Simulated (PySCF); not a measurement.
Choosing a molecule for a target property.

Each SMILES stands for a single optimised conformer of the isolated species, non-relativistic unless stated; the electronic structure was computed with PySCF and density fitting.

Dipoles, sizes and rotational constants follow the conformer. The torsions of the flexible species, by atom-mapped SMILES:
- `[CH3:1][CH:2]([CH3:3])[NH:4][SiH2:5][c:6]1[cH:7][cH:8][cH:9][o:10]1`: C1–C2–N4–Si5 -92°, C2–N4–Si5–C6 -46°, N4–Si5–C6–C7 126°
- `[OH:1][CH2:2][c:3]1[cH:4][cH:5][cH:6][cH:7][cH:8]1`: O1–C2–C3–C4 -88°, H–O1–C2–C3 -53°
- `[CH3:1][N:2]([CH2:3][CH2:4][C:5]#[N:6])[SiH2:7][SH:8]`: C1–N2–C3–C4 79°, N2–C3–C4–C5 -177°, C1–N2–Si7–S8 177°, H–S8–Si7–N2 -173°
- `[CH3:1][c:2]1[n:3][cH:4][n:5][n:6][c:7]1[O:8][SiH2:9][SiH3:10]`: N6–C7–O8–Si9 -1°, C7–O8–Si9–Si10 -49°
- `[CH:1]#[C:2][c:3]1[cH:4][cH:5][c:6]([CH2:7][CH3:8])[cH:9][p:10]1`: C5–C6–C7–C8 -91°
- `[CH3:1][O:2][c:3]1[p:4][cH:5][cH:6][c:7]([CH3:8])[p:9]1`: C1–O2–C3–P4 1°
- `[CH3:1][S:2][S:3][CH2:4][O:5][C:6]([F:7])([F:8])[F:9]`: C1–S2–S3–C4 89°, S2–S3–C4–O5 -72°, S3–C4–O5–C6 -174°, C4–O5–C6–F7 -179°
- `[CH2:1]=[CH:2][C@H:3]([O:4][SiH2:5][C:6]#[N:7])[CH:8]([CH3:9])[CH3:10]`: C1–C2–C3–O4 -116°, C2–C3–O4–Si5 96°, C3–O4–Si5–C6 -55°, C2–C3–C8–C9 -55°
- `[CH3:1][O:2][Si:3]([F:4])([O:5][CH3:6])[C:7]([CH3:8])=[O:9]`: C1–O2–Si3–F4 68°, O2–Si3–O5–C6 -59°, O2–Si3–C7–C8 -154°

Question: Wanted: dipole moment above 2.2 D (PBE0/pcSseg-1) and HOMO–LUMO gap below 6.6 eV (PBE0/pcSseg-1), at GFN2-xTB geometries. Which candidate meets both?
A. `COc1pccc(C)p1`
B. `c1(CO)ccccc1`
C. `Cc1ncnnc1O[SiH2][SiH3]`
D. `CSSCOC(F)(F)F`
E. `C#Cc1ccc(CC)cp1`
F. `CC(C)N[SiH2]C1=CC=CO1`
G. `CN(CCC#N)[SiH2]S`

Answer: E. Computed values:
```csv
species,dipole moment,HOMO–LUMO gap
CSSCOC(F)(F)F,0.70 D,6.70 eV
CC(C)N[SiH2]C1=CC=CO1,0.98 D,6.42 eV
COc1pccc(C)p1,1.15 D,4.80 eV
c1(CO)ccccc1,1.67 D,6.92 eV
Cc1ncnnc1O[SiH2][SiH3],2.13 D,5.07 eV
C#Cc1ccc(CC)cp1,2.37 D,4.96 eV
CN(CCC#N)[SiH2]S,5.28 D,7.14 eV
```

Question: Wanted: smallest rotational constant above 0.7 GHz (GFN2-xTB) and HOMO energy above -7.1 eV (PBE0/pcSseg-1), at GFN2-xTB geometries. Which candidate meets both?
A. `c1(ccccc1)CO`
B. `c1ccc(o1)[SiH2]NC(C)C`
C. `CO[Si](F)(OC)C(C)=O`
D. `C=C[C@H](O[SiH2]C#N)C(C)C`

Answer: C. Computed values:
| species | smallest rotational constant | HOMO energy |
| --- | --- | --- |
| C=C[C@H](O[SiH2]C#N)C(C)C | 0.545 GHz | -7.93 eV |
| c1ccc(o1)[SiH2]NC(C)C | 0.614 GHz | -6.61 eV |
| CO[Si](F)(OC)C(C)=O | 0.862 GHz | -6.94 eV |
| c1(ccccc1)CO | 1.229 GHz | -7.32 eV |
